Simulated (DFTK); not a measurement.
Set up this calculation in DFTK 0.8.2, as the native input.

```
Task                         : single point
Functional                   : PBEsol
Potentials or basis          : dojo.nc.sr.pbesol.v0_4_1.standard.upf (PBEsol)
Cutoff                       : 1034 eV
k mesh                       : 11 × 11 × 11
Occupations                  : fermi-dirac, width 0.05 eV
Spin                         : no spin polarisation
Valence electrons            : Au 19
SCF tolerance on the density : 1e-06
```

Au:

```
Au
1.0
     0.05952    2.03278    2.02390
     2.06284    0.03015    2.05328
     2.07413    2.07344    0.01886
Au
1
Cartesian
  0.0297 0.0344 -0.0121
```

The cell isn't the ideal one: cell strained at random at fixed volume.

These files were run (other wordings do the same):

run.jl

```julia
using DFTK
using PseudoPotentialData
using Unitful, UnitfulAtomic
using LinearAlgebra, Printf
include("save.jl")
disable_threading()

# lattice vectors are the columns
lattice = austrip(1u"Å") * [      0.059518       2.062843       2.074132;
                 2.032784       0.030146       2.073445;
                 2.023902       2.053275       0.018857]
symbols   = [:Au]
positions = [[-0.001896, -0.004175, 0.01853]]
pseudopotentials = PseudoFamily("dojo.nc.sr.pbesol.v0_4_1.standard.upf")
elements = Dict(s => ElementPsp(s, pseudopotentials) for s in unique(symbols))
atoms    = [elements[s] for s in symbols]

build_model(lattice, positions; symmetries=true) =
    model_DFT(lattice, atoms, positions;
              functionals=PBEsol(),
              temperature=austrip(0.05u"eV"),
              smearing=Smearing.FermiDirac(),
              symmetries)
Ecut  = 38.0  # hartree
kgrid = [11, 11, 11]
tol   = 1e-6
to_GPa = ustrip(uconvert(u"GPa", 1u"hartree/bohr^3"))

model = build_model(lattice, positions)
basis = PlaneWaveBasis(model; Ecut, kgrid)
display(basis)
scfres = self_consistent_field(basis;
                               tol,
                               nbandsalg=AdaptiveBands(model; n_bands_converge=14))
display(scfres.energies)
@printf "Fermi level: %.6f eV\n" ustrip(auconvert(u"eV", something(scfres.εF, NaN)))
forces = compute_forces_cart(scfres)
println("Forces (eV/Å)")
for (s, f) in zip(symbols, forces)
    @printf "%-3s %12.6f %12.6f %12.6f\n" s ustrip.(auconvert.(u"eV/Å", f))...
end
stress = compute_stresses_cart(scfres)
println("Stress (GPa)")
display(round.(stress * to_GPa; digits=4))
println("Levels at the first k-point (eV): ", round.(ustrip.(auconvert.(u"eV", scfres.eigenvalues[1][1:scfres.n_bands_converge])); digits=4))
save_scf!(scfres; forces, stress)
```

Potentials or basis: dojo.nc.sr.pbesol.v0_4_1.standard.upf (PBEsol).

Command:

```console
$ julia --threads=1 run.jl  # save.jl only writes the numbers to a file and isn't shown; printed stress counts tension as positive; times include loading and compiling
```

Results of the run:

| Property | Result |
| --- | --- |
| Pressure | 1.4 GPa |
| Band gap on the k mesh | none (metal or under the smearing width) |

It took 15 min on 1 thread of Intel(R) Xeon(R) 6975P-C (Granite Rapids), on a shared host, peak memory 5.7 GiB.
